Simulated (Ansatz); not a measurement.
**TaN: response to a displaced atom**

Aim: deform TaN (atom 1 (Ta) moved by (0.057, 0.057, 0.000) Å) and compute stress, forces and field gradients with LAPW, PAW and all-electron datasets made for the crystal.

Computed with Ansatz 0.2.0 (DFT PBE, scalar-relativistic, unless a step's input says otherwise).

## Step 1: The starting structure

It takes space group P-6m2 (No. 187, hexagonal). The conventional cell has a = 2.938 Å, b = 2.938 Å, c = 2.883 Å, α = 90.00°, β = 90.00°, γ = 120.00°. Ta (site symmetry -6m2) is surrounded by 6 N at 2.23 Å. N (site symmetry -6m2) has 6 Ta at 2.23 Å as nearest neighbours.

As a file:

```cif
data_structure
_symmetry_space_group_name_H-M 'P-6m2'
_symmetry_Int_Tables_number 187
_cell_length_a 2.9380
_cell_length_b 2.9380
_cell_length_c 2.8830
_cell_angle_alpha 90.000
_cell_angle_beta 90.000
_cell_angle_gamma 120.000
_cell_volume 21.55
loop_
_atom_site_label
_atom_site_type_symbol
_atom_site_symmetry_multiplicity
_atom_site_Wyckoff_symbol
_atom_site_fract_x
_atom_site_fract_y
_atom_site_fract_z
_atom_site_occupancy
Ta1 Ta 1 d 0.33333 0.66667 0.50000 1
N1 N 1 a 0.00000 0.00000 0.00000 1
```

The file gives the conventional cell by its symmetry; the runs use the cell typed in the input.

Atoms are numbered in the order of the input: Ta1, N2.

## Step 2: The deformed structure

Space group P-6m2 before, Pm after.

## Step 3: LAPW, all electrons

The input, input.yaml:

```yaml
crystal:
  lattice:
    - [2.9379988584, 0.0, 0.0]
    - [-1.4689994292, 2.5443816477, 0.0]
    - [0.0, 0.0, 2.883]
  atoms:
    - { symbol: Ta, position: [0.3637040488, 0.6888995735, 0.5] }
    - { symbol: "N", position: [0.0, 0.0, 0.0] }
kpoints:
  mp_grid: { grid: [12, 12, 10] }
scf:
  occupations: { method: fermi_dirac, width: 0.02 }
hamiltonian:
  xc: pbe
  pseudopotentials: { kind: all_electron, lapw: { basis_error: 0.00025 } }
output:
  forces: true
  stress: true
  eigenvalues: true
```

## Step 4: PAW on the default files

input.yaml: that of step 3 with these lines changed.

```diff
@@ -14,3 +14,3 @@
   xc: pbe
-  pseudopotentials: { kind: all_electron, lapw: { basis_error: 0.00025 } }
+  pseudopotentials: { kind: paw }
 output:
@@ -19 +19,2 @@
   eigenvalues: true
+  efg: { contact_densities: true }
```

## Step 5: All-electron PAW on datasets made for the crystal

input.yaml: that of step 4 with these lines changed.

```diff
@@ -14,3 +14,3 @@
   xc: pbe
-  pseudopotentials: { kind: paw }
+  pseudopotentials: { kind: all_electron, datasets: crystal }
 output:
```

(Steps that only read results are left out.)

Before running it: what results should come out? Wanted: pressure; largest shear or deviatoric stress; force on Ta1 along the move.

As calculated:

| quantity | value |
| --- | --- |
| pressure | LAPW 5.74, PAW 5.59, crystal datasets 5.74 GPa |
| largest shear or deviatoric stress (LAPW) | 1.41 GPa |
| force on Ta1 along the move | -1.073 eV/Å |

What this shows: The force on Ta1 points against the move; no run of the undisplaced cell is shown, so any force that was there before is in it. No run of the undeformed cell stands beside it, so the pressure holds what the given cell had before the change. PAW: stress within 0.16 GPa of LAPW, forces within 5 meV/Å. Crystal datasets: stress within 0.01 GPa of LAPW, forces within 1 meV/Å. Spin-orbit coupling is left out, though the cell holds Ta; in elements this heavy it can shift bands and gaps by tenths of an eV.
